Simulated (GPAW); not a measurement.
Runs of GPAW 26.7.0 on CdS (Greenockite). Symmetry: P6_3mc, No. 186, hexagonal system. Conventional cell: a = 4.150 Å, b = 4.150 Å, c = 6.737 Å, α = 90.00°, β = 90.00°, γ = 120.00°. Cd (site symmetry 3m) has 4 S at 2.53 to 2.54 Å as nearest neighbours. S (site symmetry 3m) has 4 Cd at 2.53 to 2.54 Å as nearest neighbours. 

| task | level | potentials or basis | spin | cell | k mesh | cutoff (eV) | smearing | response ecut | maxiter | response k mesh | response bands | kernels | grid spacing | gap on the mesh (eV) | pressure (GPa) | relaxed volume (Å³/atom) | largest force (eV/Å) |
| --- | --- | --- | --- | --- | --- | --- | --- | --- | --- | --- | --- | --- | --- | --- | --- | --- | --- |
| dielectric tensor | PBE | GPAW PAW data sets (gpaw-data 1.2.1), pw | off | as given | 6 × 6 × 3 | 450 | fermi-dirac 0.001 eV | 80 eV | 150 | 13 × 13 × 7 | 58 | ["RPA", "Bootstrap", "LR0.1"] | - | 1.18 | - | - | - |
| band structure | RPBE | the program's PAW data sets (release 1.2.1) made for this functional, pw | SOC, no magnetisation | as given | 5 × 5 × 3 | 600 | fermi-dirac 0.05 eV | - | 150 | - | - | - | - | 1.35 | 4.1 | - | 0.07 |
| band structure | revPBE | the program's PAW data sets (release 1.2.1) made for this functional, pw | SOC, no magnetisation | as given | 5 × 5 × 3 | 600 | fermi-dirac 0.05 eV | - | 150 | - | - | - | - | 1.30 | 3.5 | - | 0.07 |
| band structure | PBE | GPAW PAW data sets (gpaw-data 1.2.1), fd | off | as given | 5 × 5 × 3 | - | fermi-dirac 0.05 eV | - | 150 | - | - | - | 0.2 Å | 1.18 | - | - | 0.06 |
| relaxation of cell and atoms | mBEEF | GPAW PAW data sets (gpaw-data 1.2.1), pw | off | relaxed | 5 × 5 × 3 | 600 | fermi-dirac 0.05 eV | - | 150 | - | - | - | - | (a) | 0.0 | 25.75 | - |
| relaxation of cell and atoms | revPBE+D3(BJ) | the program's PAW data sets (release 1.2.1) made for this functional, pw | off | relaxed | 5 × 5 × 3 | 600 | fermi-dirac 0.05 eV | - | 150 | - | - | - | - | (b) | -0.1 | 24.83 | 0.03 |
| relaxation of cell and atoms | SCAN | GPAW PAW data sets (gpaw-data 1.2.1), pw | off | relaxed to 5 GPa | 5 × 5 × 3 | 600 | fermi-dirac 0.05 eV | - | 150 | - | - | - | - | 1.70 | 5.0 | - | 0.01 |
| relaxation of cell and atoms | PBEsol+D3(BJ)+ATM | PAW data sets generated in the run's folder for this functional, pw | off | relaxed | 6 × 6 × 3 | 600 | fermi-dirac 0.05 eV | - | 150 | - | - | - | - | 1.13 | 0.0 | 24.03 | - |
| relaxation of cell and atoms | revPBE+D4 | the program's PAW data sets (release 1.2.1) made for this functional, pw | off | relaxed to 20 GPa | 5 × 5 × 3 | 600 | fermi-dirac 0.05 eV | - | 150 | - | - | - | - | 1.40 | 20.0 | - | - |
| relaxation of cell and atoms | PBEsol+D4 | PAW data sets generated in the run's folder for this functional, pw | off | relaxed | 6 × 6 × 3 | 600 | fermi-dirac 0.05 eV | - | 150 | - | - | - | - | 1.12 | 0.0 | 24.18 | - |
| single point | PBE | GPAW PAW data sets (gpaw-data 1.2.1), pw | off | as given | 6 × 6 × 3 | 450 | fermi-dirac 0.05 eV | - | 120 | - | - | - | - | 1.18 | 1.0 | - | 0.07 |
| band structure | BLYP | PAW data sets generated in the run's folder for this functional, pw | SOC, no magnetisation | as given | 5 × 5 × 3 | 600 | fermi-dirac 0.05 eV | - | 150 | - | - | - | - | 1.10 | 5.0 | - | 0.06 |

Task: Fill in the values left out.

Result: (a) 1.86; (b) 1.34.

Caveats: later steps reuse the first step's grids (some runs); spin-orbit coupling was added after a scalar SCF, so levels and gaps hold it while energy, forces, pressure and moments don't (some runs); this program's spin-orbit splittings come out too wide for heavy elements (some runs); the PAW data sets were made with another functional, which shifts forces and pressure a little (some runs); the long-wavelength limit can be off by several per cent where d states take part (some runs); an odd mesh through Γ misses points on the zone boundary, where band edges often lie (some runs); the real-space grid adds noise to forces (some runs).

A k mesh can miss the band edges, and rows without SOC leave out spin-orbit coupling on Cd.
